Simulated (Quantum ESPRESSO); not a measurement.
**Re under changes of volume**

One of the cells (14.714 Å³/atom); the others are scaled copies at fixed shape and fractional positions:

```
Re
1.0
     2.76080    0.00000    0.00000
    -1.38040    2.39092    0.00000
     0.00000    0.00000    4.45820
Re
2
Direct
  0.66667 0.33333 0.75000
  0.33333 0.66667 0.25000
```

| Property | Result |
| --- | --- |
| Program | Quantum ESPRESSO 7.5 |
| Functional | r2SCAN |
| Potentials or basis | SG15 PBE 1.2 |
| Cutoff | 952 eV |
| Density cutoff | 3810 eV |
| k mesh | 8 × 8 × 4 |
| Occupations | fermi-dirac, width 0.05 eV |
| Spin | no spin polarisation |

```tsv
volume (Å³/atom)	energy over the lowest point (meV/atom)	pressure (GPa)
13.831	83.93	30.0
14.125	38.41	19.6
14.420	11.03	10.2
14.714	0.00	1.8
15.008	3.72	-5.8
15.303	20.70	-12.6
15.597	?	?
```

What does the run at 15.597 Å³/atom give?

Energy over the lowest point 49.57 meV/atom; pressure -18.8 GPa.

Worked out: A Birch-Murnaghan fit of order 3 (a polynomial in V^(-2/3)) to the other rows has its minimum at 14.78 Å³/atom with B0 = V·E''(V) = 392 GPa and B' = 4.3 at fixed shape and positions, which overstates the stiffness. It gives 49.55 meV/atom at 15.597 Å³/atom, against the run's 49.57, and -dE/dV = -18.7 GPa, against -18.8.

Energies are extrapolated to zero smearing.

Caveats: the potentials were made for another functional, which shifts forces and pressure.
